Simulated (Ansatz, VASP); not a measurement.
# S in VASP and in Ansatz

Contents of INCAR:

```
  ALGO = Normal
  EDIFF = 1E-6
  ENCUT = 520
  GGA = PE
  ISIF = 2
  ISMEAR = -1
  LASPH = True
  LCHARG = False
  LREAL = False
  LWAVE = False
  NBANDS = 13
  NELM = 60
  PREC = Accurate
  SIGMA = 0.08
```

Contents of KPOINTS:

```
k-points
0
Gamma
  13 13 13
```

Contents of POSCAR:

```
S
1.0
    0.0000000000      2.7420575196      2.7420575196
    2.7420575196      0.0000000000      2.7420575196
    2.7420575196      2.7420575196      0.0000000000
S
2
Direct
   -0.1250000000     -0.1250000000     -0.1250000000
    0.1250000000      0.1250000000      0.1250000000
```

Input for Ansatz:

```yaml
crystal:
  lattice:
    - [0.0, 2.7420575196, 2.7420575196]
    - [2.7420575196, 0.0, 2.7420575196]
    - [2.7420575196, 2.7420575196, 0.0]
  atoms:
    - { symbol: S, position: [-0.125, -0.125, -0.125] }
    - { symbol: S, position: [0.125, 0.125, 0.125] }
kpoints:
  mp_grid: { grid: [13, 13, 13] }
scf:
  occupations: { method: fermi_dirac, width: 0.08 }
hamiltonian:
  xc: pbe
  pseudopotentials: { kind: paw }
output:
  forces: true
  stress: true
  eigenvalues: true
  populations: true
```

Change from the starting cell: volume scaled by 0.85, PAW files.

Alike in both runs: task single point; functional PBE; k mesh 13 × 13 × 13; occupations fermi-dirac, width 0.08 eV; no spin polarisation.

|  | VASP | Ansatz |
| --- | --- | --- |
| version | VASP 6.6.1 | Ansatz 0.2.0 |
| potentials or method | VASP PAW PBE potentials, release 64 (S) | PAW with Ansatz's default frozen-core files, scalar-relativistic |
| plane-wave cutoff (eV) | 520 | 420 |
| valence electrons in the cell | 12 | 12 |

VASP gave:

| Quantity | Value |
| --- | --- |
| pressure (GPa) | 9.3 |

Question: What did Ansatz give for the same quantities?

Answer: Pressure (GPa): 9.4.
